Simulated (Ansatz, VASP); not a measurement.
LuH2 in VASP and in Ansatz

The input INCAR:

```
ALGO     = Normal         # electronic algorithm
EDIFF    = 1E-6           # SCF threshold, eV
ENCUT    = 520            # plane-wave cutoff, eV
GGA      = PS             # functional
ISIF     = 2              # what is computed and relaxed
ISMEAR   = -1             # smearing method
LASPH    = T              # aspherical terms in the spheres
LCHARG   = T              # write CHGCAR
LELF     = T              # ELF
LREAL    = F              # projectors in reciprocal space
LVHAR    = T            
LWAVE    = F              # write WAVECAR
NBANDS   = 20             # bands
NELM     = 100            # most SCF steps
PREC     = Accurate       # precision mode
SIGMA    = 0.05           # smearing width, eV
```

File KPOINTS:

```
k-points
0
Gamma
  12 12 12
```

Contents of POSCAR:

```
LuH2
1.0
    0.0000000000      2.4791310110      2.4791310110
    2.4791310110      0.0000000000      2.4791310110
    2.4791310110      2.4791310110      0.0000000000
Lu H
1 2
Direct
    0.0000000000      0.0000000000      0.0000000000
    0.2500000000      0.2500000000      0.2500000000
    0.7500000000      0.7500000000      0.7500000000
```

Input for Ansatz:

```yaml
crystal:
  lattice:
    - [0.0, 2.47913101096, 2.47913101096]
    - [2.47913101096, 0.0, 2.47913101096]
    - [2.47913101096, 2.47913101096, 0.0]
  atoms:
    - { symbol: Lu, position: [0.0, 0.0, 0.0] }
    - { symbol: H, position: [0.25, 0.25, 0.25] }
    - { symbol: H, position: [0.75, 0.75, 0.75] }
kpoints:
  mp_grid: { grid: [12, 12, 12] }
scf:
  occupations: { method: fermi_dirac, width: 0.05 }
hamiltonian:
  xc: pbesol
  pseudopotentials: { kind: all_electron, lapw: { basis_error: 0.001 } }
output:
  forces: true
  stress: true
  eigenvalues: true
  eigenstates:
    nscf_kmesh: { grid: [16, 16, 16] }
    de_dk: true
    e_range: [-14, 14]
  optics:
    e_range: [0, 25]
    de: 0.2
    sigma: 0.25
    bands: { spectra_wanted_up_to: 25 }
    nscf_kmesh: { grid: [16, 16, 16] }
    drude_damping: 0.05
checkpoint:
  write: ck
  write_wavefunctions: false
```

Alike in both runs: task single point; functional PBEsol; k mesh 12 × 12 × 12; occupations fermi-dirac, width 0.05 eV; no spin polarisation.

|  | VASP | Ansatz |
| --- | --- | --- |
| version | VASP 6.6.1 | Ansatz 0.2.0 |
| potentials or method | VASP PAW PBE potentials, release 64 (Lu, H) | all-electron LAPW, scalar-relativistic |
| plane-wave cutoff (eV) | 520 | see its input |

|  | VASP | Ansatz | Ansatz less VASP |
| --- | --- | --- | --- |
| pressure (GPa) | 0.3 | 0.0 | -0.39 |

Ansatz ran all-electron here, so the differences hold the error of VASP's frozen core and of both bases. Ansatz warned: «optics_on_partly_filled_bands».

Caveats: the PAW data sets were made with another functional, which shifts forces and pressure a little (VASP). The runs have no spin-orbit coupling, so splittings on Lu are missing.
